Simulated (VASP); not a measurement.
# HfB2 (P6/mmm) in VASP: settings compared, part 2 of 2

VASP 6.6.1. The steps go on from the part before.

## (5) Relaxation of cell and atoms, PBE

This run uses another cell than the first one, of 9.93 Å³/atom, 1.002 times its volume.

INCAR

```
SYSTEM = HfB2
PREC = Accurate
ENCUT = 300
EDIFF = 1E-7
ISMEAR = 1
SIGMA = 0.1
LREAL = .FALSE.
LASPH = .TRUE.
NELM = 80
ALGO = Normal
ISIF = 3
LWAVE = .FALSE.
LCHARG = .FALSE.
GGA = PE
IBRION = 2
NSW = 90
EDIFFG = -0.005
```

KPOINTS

```
Automatic mesh
0
G
  8 8 6
  0 0 0
```

POSCAR

```
HfB2                                    
1.0
    3.1422320165      0.0000000000      0.0000000000
   -1.5711160083      2.7212527509      0.0000000000
    0.0000000000      0.0000000000      3.4827667276
  Hf              B             
     1     2
Direct
     0.0000000000000000    0.0000000000000000    1.0000000000000000
     0.3333333332999970    0.6666666667000030    0.5000000000000000
     0.6666666667000030    0.3333333332999970    0.5000000000000000
```

Potentials or basis: VASP PAW PBE potentials, release 64 (Hf_pv, B_s).

Started as:

```console
> cat potpaw_PBE.64/Hf_pv/POTCAR potpaw_PBE.64/B_s/POTCAR > POTCAR
> mpirun -np 1 vasp_std > vasp.out
```

OUTCAR:

```text
SYSTEM = HfB2
   PREC = Accurate
   ENCUT = 300
   EDIFF = 1E-7
   ISMEAR = 1
   LREAL = .FALSE.
   LASPH = .TRUE.
   NELM = 80
   ISIF = 3
   GGA = PE
   IBRION = 2
   NSW = 90
   EDIFFG = -0.005

 ion  position               nearest neighbor table
   1  0.000  0.000  0.000-   2 2.51   3 2.51   2 2.51   3 2.51   3 2.51   3 2.51   2 2.51   2 2.51
                             3 2.51   3 2.51   2 2.51   2 2.51
   2  0.333  0.667  0.500-   3 1.81   3 1.81   3 1.81   1 2.51   1 2.51   1 2.51   1 2.51   1 2.51
                             1 2.51
   3  0.667  0.333  0.500-   2 1.81   2 1.81   2 1.81   1 2.51   1 2.51   1 2.51   1 2.51   1 2.51
                             1 2.51

  LATTYP: Found a hexagonal cell.
 ALAT       =     3.1422320165
 C/A-ratio  =     1.1083735094

  Lattice vectors:

 A1 = (   3.1422320165,   0.0000000000,   0.0000000000)
 A2 = (  -1.5711160083,   2.7212527509,   0.0000000000)
 A3 = (   0.0000000000,   0.0000000000,   3.4827667276)

Analysis of symmetry for initial positions (statically):
=====================================================================
 Subroutine PRICEL returns:
 Original cell was already a primitive cell.

 Routine SETGRP: Setting up the symmetry group for a
 hexagonal supercell.

 Subroutine GETGRP returns: Found 24 space group operations
 (whereof 24 operations were pure point group operations)
 out of a pool of 24 trial point group operations.

The static configuration has the point symmetry D_6h.

Analysis of symmetry for dynamics (positions and initial velocities):
=====================================================================
 Subroutine PRICEL returns:
 Original cell was already a primitive cell.

 Routine SETGRP: Setting up the symmetry group for a
 hexagonal supercell.

 Subroutine GETGRP returns: Found 24 space group operations
 (whereof 24 operations were pure point group operations)
 out of a pool of 24 trial point group operations.

The dynamic configuration has the point symmetry D_6h.

 Subroutine INISYM returns: Found 24 space group operations
 (whereof 24 operations are pure point group operations),
 and found     1 'primitive' translations

----------------------------------------------------------------------------------------

                                     Primitive cell

  volume of cell :      29.7805

  direct lattice vectors                    reciprocal lattice vectors
     3.142232016  0.000000000  0.000000000     0.318245118  0.183738905  0.000000000
    -1.571116008  2.721252751  0.000000000     0.000000000  0.367477810  0.000000000
     0.000000000  0.000000000  3.482766728     0.000000000  0.000000000  0.287128045

  length of vectors
     3.142232016  3.142232017  3.482766728     0.367477810  0.367477810  0.287128045

[... 128 lines left out ...]
  ext. energy  EPLUGINS =         0.00000000
  ---------------------------------------------------
  free energy    TOTEN  =       -26.36847216 eV

  energy without entropy =      -26.36813576  energy(sigma->0) =      -26.36836003

------------------------ aborting loop because EDIFF is reached ----------------------------------------

  FORCE on cell =-STRESS in cart. coord.  units (eV):
  Direction    XX          YY          ZZ          XY          YZ          ZX
  --------------------------------------------------------------------------------------
  -------------------------------------------------------------------------------------
  Total       -0.0015289     -0.0015289      0.0177913      0.0000000     -0.0000000      0.0000000
  in kB       -0.0822537     -0.0822537      0.9571642      0.0000000     -0.0000000      0.0000000
  external PRESSURE =       0.2642189 kB  Pullay stress =       0.0000000 kB

 VOLUME and BASIS-vectors are now :
 -----------------------------------------------------------------------------
  energy-cutoff  :      300.00
  volume of cell :       29.78
      direct lattice vectors                 reciprocal lattice vectors
     3.142232016  0.000000000  0.000000000     0.318245118  0.183738905  0.000000000
    -1.571116008  2.721252751  0.000000000     0.000000000  0.367477810  0.000000000
     0.000000000  0.000000000  3.482766728     0.000000000  0.000000000  0.287128045

 POSITION                                       TOTAL-FORCE (eV/Angst)
 -----------------------------------------------------------------------------------
      0.00000      0.00000      0.00000        -0.000000      0.000000      0.000000
     -0.00000      1.81417      1.74138         0.000000      0.000000      0.000000
      1.57112      0.90708      1.74138        -0.000000      0.000000      0.000000
 -----------------------------------------------------------------------------------
    total drift:                                0.000000     -0.000000     -0.000000

  FREE ENERGIE OF THE ION-ELECTRON SYSTEM (eV)
  ---------------------------------------------------
  free  energy   TOTEN  =       -26.3684721598 eV

  energy  without entropy=      -26.3681357557  energy(sigma->0) =      -26.36836003

--------------------------------------- Ionic step        2  -------------------------------------------

 number of electron      16.0000002 magnetization

 Free energy of the ion-electron system (eV)
  ---------------------------------------------------
  ext. energy  EPLUGINS =         0.00000000
  ---------------------------------------------------
  free energy    TOTEN  =       -26.36847348 eV

  energy without entropy =      -26.36812842  energy(sigma->0) =      -26.36835846

 E-fermi :   8.8403     XC(G=0): -12.5267

 val. band max:        8.5241215271   @ k =   0.1250  -0.0000   0.3333
 cond. band min:       8.8675440515   @ k =   0.3750   0.1250   0.0000
 fundamental gap:      0.3434225243
 Fermi energy:         8.8402894570

 k-point     1 :       0.0000    0.0000    0.0000
  band No.  band energies     occupation
      1     -21.9901      2.00000
      2     -21.4926      2.00000
      3     -21.4926      2.00000
      4      -5.0935      2.00000
      5       5.6540      2.00000
      6       5.7614      2.00000
      7       5.7614      2.00000
      8       5.8640      2.00000
      9      12.6681      0.00000
     10      12.6681      0.00000
     11      13.2979      0.00000
     12      13.3022      0.00000
[... 331 lines left out ...]
 k-point    24 :       0.3750    0.0000    0.3333
  band No.  band energies     occupation
      1     -22.1118      2.00000
      2     -22.0554      2.00000
      3     -21.6221      2.00000
      4      -1.9982      2.00000
      5       1.2482      2.00000
      6       4.2568      2.00000
      7       4.2946      2.00000
      8       5.9847      2.00000
      9      10.6290     -0.00000
     10      12.9475      0.00000
     11      14.5408      0.00000
     12      14.8767      0.00000

 [... further k-points ...]

------------------------ aborting loop because EDIFF is reached ----------------------------------------

  FORCE on cell =-STRESS in cart. coord.  units (eV):
  Direction    XX          YY          ZZ          XY          YZ          ZX
  --------------------------------------------------------------------------------------
  -------------------------------------------------------------------------------------
  Total       -0.0058359     -0.0058359     -0.0069117      0.0000000     -0.0000000      0.0000000
  in kB       -0.3138946     -0.3138946     -0.3717561      0.0000000     -0.0000000      0.0000000
  external PRESSURE =      -0.3331817 kB  Pullay stress =       0.0000000 kB

 VOLUME and BASIS-vectors are now :
 -----------------------------------------------------------------------------
  energy-cutoff  :      300.00
  volume of cell :       29.79
      direct lattice vectors                 reciprocal lattice vectors
     3.142154762  0.000000000  0.000000000     0.318252943  0.183743422  0.000000000
    -1.571077381  2.721185846  0.000000000    -0.000000000  0.367486845  0.000000000
     0.000000000 -0.000000000  3.483763146     0.000000000 -0.000000000  0.287045921

 POSITION                                       TOTAL-FORCE (eV/Angst)
 -----------------------------------------------------------------------------------
      3.14215      0.00000      0.00000         0.000000     -0.000000      0.000000
     -0.00000      1.81412      1.74188        -0.000000      0.000000     -0.000000
      1.57108      0.90706      1.74188         0.000000     -0.000000      0.000000
 -----------------------------------------------------------------------------------
    total drift:                                0.000000      0.000000      0.000000

  FREE ENERGIE OF THE ION-ELECTRON SYSTEM (eV)
  ---------------------------------------------------
  free  energy   TOTEN  =       -26.3684734825 eV

  energy  without entropy=      -26.3681284245  energy(sigma->0) =      -26.36835846

 reached required accuracy - stopping structural energy minimisation
```

CONTCAR:

```text
HfB2
   1.00000000000000
     3.1421547618368617    0.0000000000000014    0.0000000000000000
    -1.5710773809684284    2.7211858463991589    0.0000000000000000
     0.0000000000000000   -0.0000000000000000    3.4837631458803613
  Hf              B
     1     2
Direct
     1.0000000000000000    0.0000000000000000    0.0000000000000000
     0.3333333332999970    0.6666666667000030    0.5000000000000000
     0.6666666667000030    0.3333333332999970    0.5000000000000000

  0.00000000E+00  0.00000000E+00  0.00000000E+00
  0.00000000E+00  0.00000000E+00  0.00000000E+00
  0.00000000E+00  0.00000000E+00  0.00000000E+00
```

Wall time 5 s (1 thread of AMD EPYC 9R45 (Zen 5), shared host); peak memory 0.09 GiB.

These settings aren't checked as converged: the numbers below hold their error.

What came out:

```yaml
Free_energy: -26.3685 eV
Relaxed_volume: 9.93 Å³/atom
Relaxed_cell: a = 3.142 Å, b = 3.142 Å, c = 3.484 Å, α = 90.00°, β = 90.00°, γ = 120.00°
Space_group_after_relaxing_to_0.05_Å: P6/mmm (No. 191)
Energy_gained_by_relaxing: 0.0 meV/atom
Ionic_steps: 2
Band_gap_on_the_k_mesh: none (metal or under the smearing width)
```

Caveat: the cutoff is under 1.25 times the usual one of these potentials, so pressure, stress and relaxed cells hold a basis-set (Pulay) error.
